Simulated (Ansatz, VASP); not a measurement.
**N2: VASP beside Ansatz**

File INCAR:

```
SYSTEM = N
PREC = Accurate
ENCUT = 520
EDIFF = 1E-6
ISMEAR = 0
SIGMA = 0.01
LREAL = .False.
LASPH = .True.
NELM = 100
ALGO = Normal
ISIF = 2
LWAVE = .False.
LCHARG = .False.
GGA = CA
IBRION = 2
NSW = 80
EDIFFG = -0.001
```

File KPOINTS:

```
regular mesh
0
Gamma
  1 1 1
  0 0 0
```

File POSCAR:

```
N
1.0
   11.0000000000      0.0000000000      0.0000000000
    0.0000000000     11.5000000000      0.0000000000
    0.0000000000      0.0000000000     12.0000000000
N
2
Direct
    0.5000000000      0.5000000000      0.4541666667
    0.5000000000      0.5000000000      0.5458333333
```

Input for Ansatz:

```yaml
crystal:
  lattice:
    - [11.0, 0.0, 0.0]
    - [0.0, 11.5, 0.0]
    - [0.0, 0.0, 12.0]
  atoms:
    - { symbol: "N", position: [0.5, 0.5, 0.4541666667] }
    - { symbol: "N", position: [0.5, 0.5, 0.5458333333] }
scf:
  occupations: { method: fixed }
output:
  forces: true
  stress: false
  write_density: true
  write_potential: true
  elf: true
  volumetric_format: npy
hamiltonian:
  xc: lda
kpoints:
  mp_grid: { grid: [1, 1, 1] }
basis:
  ecutwfc: 600
relax:
  f_tol: 0.001
```

Alike in both runs: task relaxation of the atoms; functional LDA; k mesh 1 × 1 × 1; no spin polarisation.

|  | VASP | Ansatz |
| --- | --- | --- |
| version | VASP 6.6.1 | Ansatz 0.2.0 |
| potentials or method | VASP PAW LDA potentials, release 64 (N) | scalar-relativistic, plane waves, PAW |
| plane-wave cutoff (eV) | 520 | 600 |
| occupations | gaussian, width 0.01 eV | fixed |
| valence electrons in the cell | 10 | 10 |

```csv
,VASP,Ansatz,Ansatz less VASP
"gap on the k mesh at the Fermi level, each at its own relaxed structure (eV)",8.09,8.25,+0.166
energy change over the relaxation (meV/atom),0,-2,-1.4
```

Ansatz warned: «xc_potential_rough_in_thin_density».

Caveats: the standard files for N, O and F lose accuracy on very short bonds.
